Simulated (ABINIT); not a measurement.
Crystal: GaN.

```
Ga N
1.0
     0.00000    2.13524    2.13524
     2.13524    0.00000    2.13524
     2.13524    2.13524    0.00000
Ga N
1 1
Direct
  0.00000 0.00000 0.00000
  0.50000 0.50000 0.50000
```

Measurements of this composition are mostly on another form, of space group No. 186.

Base run:

```yaml
Program: ABINIT 10.8.3 (patched build)
Functional: AM05
Potentials_or_basis: JTH PAW PBE v2.0
Cutoff: 844 eV
k_mesh: 11 × 11 × 11
Occupations: fermi-dirac, width 0.05 eV
Spin: no spin polarisation
```

Its results: band gap on the k mesh 0.50 eV, indirect (least direct gap 2.41 eV); pressure -7.8 GPa.

Q: The run is repeated on the same cell with these changes: functional from AM05 to r2SCAN. What comes out?

A: Band gap on the k mesh 1.03 eV, indirect (least direct gap 2.88 eV); pressure -5.6 GPa.

r2SCAN gives the wider gap, since meta-GGAs in the generalised Kohn-Sham scheme recover part of the derivative discontinuity.

Caveats: the PAW data sets were made with another functional, which shifts forces and pressure a little; the mesh misses the band edges, which the band path finds closer together.
